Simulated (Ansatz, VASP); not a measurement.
One calculation of KCl, two programs

The input INCAR:

```
PREC = Accurate
ENCUT = 520
EDIFF = 1E-8
ISMEAR = -1
SIGMA = 0.01
LREAL = F
LASPH = T
NELM = 60
ALGO = Normal
ISIF = 2
LWAVE = F
LCHARG = F
GGA = PS
LEFG = T
NBANDS = 15
```

Contents of KPOINTS:

```
regular mesh
0
Gamma
  7 7 7
```

POSCAR

```
KCl
1.0
    3.7052729967      0.0000000000      0.0000000000
    0.0000000000      3.7052729967      0.0000000000
    0.0000000000      0.0000000000      3.7052729967
K Cl
1 1
Direct
    0.0000000000      0.0000000000      0.0000000000
    0.5000000000      0.5000000000      0.5000000000
```

Input for Ansatz:

```yaml
crystal:
  lattice:
    - [3.7052729967, 0.0, 0.0]
    - [0.0, 3.7052729967, 0.0]
    - [0.0, 0.0, 3.7052729967]
  atoms:
    - { symbol: K, position: [0.0, 0.0, 0.0] }
    - { symbol: Cl, position: [0.5, 0.5, 0.5] }
kpoints:
  mp_grid: { grid: [7, 7, 7] }
scf:
  occupations: { method: fermi_dirac, width: 0.01 }
hamiltonian:
  xc: pbesol
  pseudopotentials: { kind: paw }
output:
  forces: true
  stress: true
  eigenvalues: true
  efg: { contact_densities: true }
  write_density: true
  write_potential: true
  elf: true
  volumetric_format: npy
```

Change from the starting cell: volume scaled by 1.06, PAW files.

Alike in both runs: task electric field gradients; functional PBEsol; k mesh 7 × 7 × 7; occupations fermi-dirac, width 0.01 eV; no spin polarisation.

|  | VASP | Ansatz |
| --- | --- | --- |
| version | VASP 6.6.1 | Ansatz 0.2.0 |
| potentials or method | VASP PAW PBE potentials, release 64 (K_sv, Cl) | PAW with Ansatz's default frozen-core files, scalar-relativistic |
| plane-wave cutoff (eV) | 520 | 420 |
| valence electrons in the cell | 16 | 16 |

|  | VASP | Ansatz | Ansatz less VASP |
| --- | --- | --- | --- |
| gap on the k mesh at the Fermi level (eV) | 5.10 | 5.11 | +0.004 |
| pressure (GPa) | 0.7 | 0.6 | -0.06 |
| Vzz of the field gradient on the site that differs most (V/Å²) | 0.0 | 0.0 | 0.00 |

With one functional, cell and mesh, what is left measures potentials, basis and numerics.

Caveats: the PAW data sets were made with another functional, which shifts forces and pressure a little (VASP); an odd mesh through Γ misses points on the zone boundary, where band edges often lie.
